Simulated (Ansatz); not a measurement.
Does this entry for PbO2 lie near equilibrium?

The cell is a COD entry (listed for 62.7 GPa), atoms as given.

Space group Pnma (No. 62); a = 5.3430, b = 3.2950, c = 6.2900 Å.

```
site  Wyckoff  site symmetry       x       y       z
  Pb       4c            .m.  0.2570  0.2500  0.8920
  O5       4c            .m.  0.3440  0.2500  0.5840
  O9       4c            .m.  0.0200  0.7500  0.6790
```

One atom of each set is listed.

Computed with Ansatz: DFT, PBE, plane waves and PAW (field gradients read without the response of the frozen cores, which leaves them typically 4 to 6 % off), scalar-relativistic, 420 eV cutoff, Γ-centred 4×6×4 k-points, Fermi–Dirac smearing 0.02 eV.

Q: Do the atoms and the cell lie near the calculated equilibrium?

A: No. The largest force is 2.2 eV/Å, on atom 5 (O: 4 Pb at 1.99–2.21 Å; also 1 Pb at 3.14 Å), and the pressure is 75.9 GPa. Such values can come from a cell under pressure, imprecise or misplaced coordinates, missing atoms or a wrong setting of the space group; the run alone doesn't tell which, and gradients calculated on this entry can't be taken for those of the compound at ambient conditions.
